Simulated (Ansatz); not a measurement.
Consider a crystal of CuO in space group Pm-3m (No. 221), with Cu on 1a; O on 1b.

The calculation used DFT PBE, scalar-relativistic, plane waves, PAW (Ansatz 0.2.0). Cutoff 420 eV, Γ-centred mesh, Gaussian smearing, collinear spin.

The zero of energy is the elements' standard structures at the same level (O₂ as a molecule); no fitted shifts are applied.

Problem. Which cell and coordinates does it relax to?

Solution.

Space group Pm-3m (No. 221). a = 2.646 Å, b = 2.646 Å, c = 2.646 Å, α = 90.00°, β = 90.00°, γ = 90.00°
```json
{"atom": "Cu", "site": "1a", "symmetry": "m-3m", "x": "0.0000", "y": "0.0000", "z": "0.0000"}
{"atom": "O", "site": "1b", "symmetry": "m-3m", "x": "0.5000", "y": "0.5000", "z": "0.5000"}
```

It has the caesium chloride type. Cu has 8 O at 2.29 Å and 6 Cu at 2.65 Å; O has 8 Cu at 2.29 Å and 6 O at 2.65 Å.

Problem. And its energy and gap?

Solution. The formation energy is +0.05 eV/atom, the gap on the 20×20×20 mesh of the 2-atom cell is 0 eV (a metal) and the net moment per atom is 0.50 μB. The moment by site is Cu 0.5; O 0.6 μB. A positive value: parting into the elements would lower its energy.

The last run used collinear spin and Gaussian smearing of 0.10 eV. In such compounds of Cu a zero gap at this level may well be an artefact, since no Hubbard U is applied. Another magnetic order may lie lower. A structure relaxed within its symmetry needn't be a true minimum. Another cell of CuO relaxed alike but without spin, in Fm-3m, lies 0.44 eV/atom lower, so this cell isn't the stable form at this level. Site moments count only spheres around the atoms; the net moment includes the space between them.
